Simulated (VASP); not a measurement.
# CaSe: convergence, RPA pressure from two volumes

CaSe, Fm-3m (no. 225), 2 atoms in the cell. PBE, RPA total energies; PAW potentials Se_GW, Ca_sv_GW (PBE set). VASP 6.6.1.

Wanted: pressure from correlation alone within 0.3 GPa.

Long-wave limit: left out; k mesh of the exchange step: 6 × 6 × 6; Volumes (share of the given one): 0.97, 1.03.

## k mesh of the correlation step

| k mesh of the correlation step | Pressure from correlation alone (GPa) | Time (s) |
|---|---|---|
| 2x2x2 | -6.16 | 35 |
| 3x3x3 | -4.20 | 51 |
| 4x4x4 | -5.45 | 124 |
| 5x5x5 (reference) | -5.86 | 252 |

## Question

The rows run from the loosest to the tightest. For each series: choose the loosest value from which every tighter one stays within half of the tolerance.

## Answer

- k mesh of the correlation step: 5x5x5, the tightest run, since the next looser one is off by more than half of the tolerance (convergence isn't shown beyond it)

## The input

INCAR.step1:
```
SYSTEM = CaSe
  ISMEAR = 0
  SIGMA = 0.05
  EDIFF = 1E-8
  PREC = Accurate
  LASPH = .TRUE.
  LREAL = .FALSE.
  LCHARG = .FALSE.
  ENCUT = 250
  GGA = PE
  LWAVE = .TRUE.
  ALGO = Normal
  KPAR = 8
```

INCAR.step2, as INCAR.step1 but for:
```
- LWAVE = .TRUE.
- ALGO = Normal
+ ALGO = Eigenval
+ NELM = 1
+ LWAVE = .FALSE.
+ PRECFOCK = Fast
+ LHFCALC = .TRUE.
+ AEXX = 1.0
+ ALDAC = 0.0
+ AGGAC = 0.0
```

INCAR.step3, as INCAR.step2 but for:
```
- ALGO = Eigenval
- NELM = 1
- LHFCALC = .TRUE.
- AEXX = 1.0
- ALDAC = 0.0
- AGGAC = 0.0
- KPAR = 8
+ ALGO = ACFDT
+ NOMEGA = 12
```

KPOINTS.step1:
```
k-points
0
Gamma
  6 6 6
```

KPOINTS.step3:
```
Automatic mesh
0
Gamma
  5 5 5
  0 0 0
```

POSCAR.step1:
```
CaSe
1.0
    0.0000000000      2.9261393726      2.9261393726
    2.9261393726      0.0000000000      2.9261393726
    2.9261393726      2.9261393726      0.0000000000
Se Ca
1 1
Direct
    0.5000000000      0.5000000000      0.5000000000
    0.0000000000      0.0000000000      0.0000000000
```

POSCAR.step4:
```
CaSe
1.0
    0.0000000000      2.9852692303      2.9852692303
    2.9852692303      0.0000000000      2.9852692303
    2.9852692303      2.9852692303      0.0000000000
Se Ca
1 1
Direct
    0.5000000000      0.5000000000      0.5000000000
    0.0000000000      0.0000000000      0.0000000000
```

Commands (each step's output is kept before the next begins):
```
cat potpaw_PBE.64/Se_GW/POTCAR potpaw_PBE.64/Ca_sv_GW/POTCAR > POTCAR
cp INCAR.step1 INCAR
cp KPOINTS.step1 KPOINTS
cp POSCAR.step1 POSCAR
mpirun -np 8 vasp_std > vasp.out
cp INCAR.step2 INCAR
mpirun -np 8 vasp_std > vasp.out
rm WAVECAR CHG
cp INCAR.step3 INCAR
cp KPOINTS.step3 KPOINTS
mpirun -np 8 vasp_std > vasp.out
rm WAVECAR CHG
cp INCAR.step1 INCAR
cp KPOINTS.step1 KPOINTS
cp POSCAR.step4 POSCAR
mpirun -np 8 vasp_std > vasp.out
cp INCAR.step2 INCAR
mpirun -np 8 vasp_std > vasp.out
rm WAVECAR CHG
cp INCAR.step3 INCAR
cp KPOINTS.step3 KPOINTS
mpirun -np 8 vasp_std > vasp.out
```

Limits: The plane-wave cutoff lies under the usual one for these potentials, so absolute numbers hold a basis-set error.

The chosen input took VASP 6.6.1 252 s on 8 cores (AMD EPYC 9R45 (Zen 5)), a shared host.
